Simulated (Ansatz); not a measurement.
# ZnS (rocksalt type): the cost of one run

Method: DFT, PBE, PAW with Ansatz's default frozen-core files, scalar-relativistic, in Ansatz 0.2.0.

### 1 Starting point

The structure is cubic, space group Fm-3m (No. 225). Conventional cell: a = 4.652 Å, b = 4.652 Å, c = 4.652 Å, α = 90.00°, β = 90.00°, γ = 90.00°. Around Zn (site symmetry m-3m) lie 6 S at 2.33 Å. S (site symmetry m-3m) has 6 Zn at 2.33 Å as nearest neighbours.

As a file:

```cif
data_structure
_symmetry_space_group_name_H-M 'Fm-3m'
_symmetry_Int_Tables_number 225
_cell_length_a 4.6515
_cell_length_b 4.6515
_cell_length_c 4.6515
_cell_angle_alpha 90.000
_cell_angle_beta 90.000
_cell_angle_gamma 90.000
_cell_volume 100.64
loop_
_atom_site_label
_atom_site_type_symbol
_atom_site_symmetry_multiplicity
_atom_site_Wyckoff_symbol
_atom_site_fract_x
_atom_site_fract_y
_atom_site_fract_z
_atom_site_occupancy
Zn1 Zn 4 a 0.00000 0.00000 0.00000 1
S1 S 4 b 0.50000 0.00000 0.00000 1
```

The file gives the conventional cell by its symmetry; the runs use the cell typed in the input.

Atoms are numbered in the order of the input: Zn1, S2.

### 2 Cell relaxed at zero pressure, PAW

input.yaml reads:

```yaml
crystal:
  lattice:
    - [0.0, 2.3257586486, 2.3257586486]
    - [2.3257586486, 0.0, 2.3257586486]
    - [2.3257586486, 2.3257586486, 0.0]
  atoms:
    - { symbol: Zn, position: [0.0, 0.0, 0.0] }
    - { symbol: S, position: [0.5, 0.5, 0.5] }
kpoints:
  mp_grid: { grid: [15, 15, 15] }
scf:
  occupations: { method: fermi_dirac, width: 0.1 }
hamiltonian:
  xc: pbe
  pseudopotentials: { kind: paw }
output:
  forces: true
  stress: true
relax:
  f_tol: 0.005
  max_steps: 40
  cell: {}
```

Command:

```console
> ansatz run input.yaml --threads 1 --pin off --max-ram 3584MiB --backend cpu --events-out ev --progress --plain --runs-dir out
```

What time and memory should one allow on 1 thread of Intel Xeon 6975P-C (Granite Rapids), shared host?

About 9.7 s, with a peak of 0.41 GiB.
